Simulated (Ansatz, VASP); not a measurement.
# Sb: VASP beside Ansatz

```
CELL_PARAMETERS angstrom
-1.55015 1.55015 2.48000
1.55015 -1.55015 2.48000
1.55015 1.55015 -2.48000
ATOMIC_POSITIONS crystal
Sb 0.00000 0.00000 0.00000
```

Change from the starting cell: equal xx and yy strain of +3 %, crystal datasets.

Alike in both runs: task electric field gradients; functional PBE; k mesh 19 × 19 × 19; occupations fermi-dirac, width 0.05 eV; no spin polarisation.

```csv
,VASP,Ansatz
version,VASP 6.6.1,Ansatz 0.2.0
potentials or method,"VASP PAW PBE potentials, release 64 (Sb), cutoff 520 eV","all-electron PAW with datasets made for the crystal, scalar-relativistic"
```

Ansatz gave:

* pressure (GPa): 11.8
* largest component of the traceless stress (GPa): 0.26
* Vzz of the field gradient on the site that differs most (V/Å²): 32.7

Question: What did VASP give for the same quantities?

Answer: Pressure (GPa): 11.7; largest component of the traceless stress (GPa): 0.21; Vzz of the field gradient on the site that differs most (V/Å²): 31.2.

Ansatz ran all-electron here, so the differences hold the error of VASP's frozen core and of both bases. Ansatz warned: «gradients_without_spin_orbit».

The runs have no spin-orbit coupling, so splittings on Sb are missing.
